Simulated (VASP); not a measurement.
TePb:

```xyz
2
Lattice="0.0000 3.2310 3.2310 3.2310 0.0000 3.2310 3.2310 3.2310 0.0000" Properties=species:S:1:pos:R:3 pbc="T T T"
Pb    0.0000    0.0000    0.0000
Te    3.2310    3.2310    3.2310
```

Base run:

| Property | Result |
| --- | --- |
| Program | VASP 6.6.1 |
| Functional | rSCAN |
| Potentials or basis | VASP PAW PBE potentials, release 64 (Pb_d, Te) |
| Cutoff | 520 eV |
| k mesh | 7 × 7 × 7 |
| Occupations | fermi-dirac, width 0.05 eV |
| Spin | no spin polarisation |

Its results: pressure 1.7 GPa.

The run is repeated on the same cell with these changes: functional from rSCAN to SCAN; further incar settings from ALGO = Normal; EDIFF = 1e-07 to ALGO = Normal; EDIFF = 1e-06; NBANDS = 17. What comes out?

Pressure 0.6 GPa.

Caveats: the PAW data sets were made with another functional, which shifts forces and pressure a little.
